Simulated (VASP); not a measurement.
Here is a VASP 6.6.1 calculation.

File INCAR:

```
PREC     = Accurate       # precision mode
ENCUT    = 520            # plane-wave cutoff, eV
EDIFF    = 1E-6           # SCF threshold, eV
ISMEAR   = 0              # smearing method
SIGMA    = 0.02           # smearing width, eV
LREAL    = False          # projectors in reciprocal space
LASPH    = True           # aspherical terms in the spheres
NELM     = 60             # most SCF steps
ALGO     = Fast           # electronic algorithm
ISIF     = 2              # what is computed and relaxed
LWAVE    = False          # write WAVECAR
LCHARG   = True           # write CHGCAR
GGA      = PS             # functional
LELF     = True           # ELF
```

File KPOINTS:

```
regular mesh
0
Gamma
  8 8 5
```

File POSCAR:

```
SnSe2
1.0
    3.8110000000      0.0000000000      0.0000000000
   -1.9055000000      3.3004228138      0.0000000000
    0.0000000000      0.0000000000      6.1360000000
Sn Se
1 2
Direct
    0.0000000000      0.0000000000      0.0000000000
    0.6666666667      0.3333333333      0.7510000000
    0.3333333333      0.6666666667      0.2490000000
```

Potentials or basis: VASP PAW PBE potentials, release 64 (Sn_d, Se).

Launch:

```console
$ cat potpaw_PBE.64/Sn_d/POTCAR potpaw_PBE.64/Se/POTCAR > POTCAR
$ mpirun -np 1 vasp_std > vasp.out
```

**Question.** What does it give for the band gap on the k mesh?

**Answer.** 0.74 eV, indirect (least direct gap 1.00 eV).

**Question.** What does it give for the largest force?

**Answer.** 0.622 eV/Å.

**Question.** Predict the pressure.

**Answer.** 2.6 GPa.

Forces on the atoms (eV/Å):
```
Sn   0.000  0.000  0.000
Se   0.000  0.000 -0.622
Se   0.000  0.000  0.622
```

Caveat: the PAW data sets were made with another functional, which shifts forces and pressure a little; spin-orbit coupling is left out, which moves the levels of the heavy elements; an odd mesh through Γ misses points on the zone boundary, where band edges often lie; this functional lacks dispersion, which binds the layers, so the pressure and a relaxed spacing across them are unreliable.
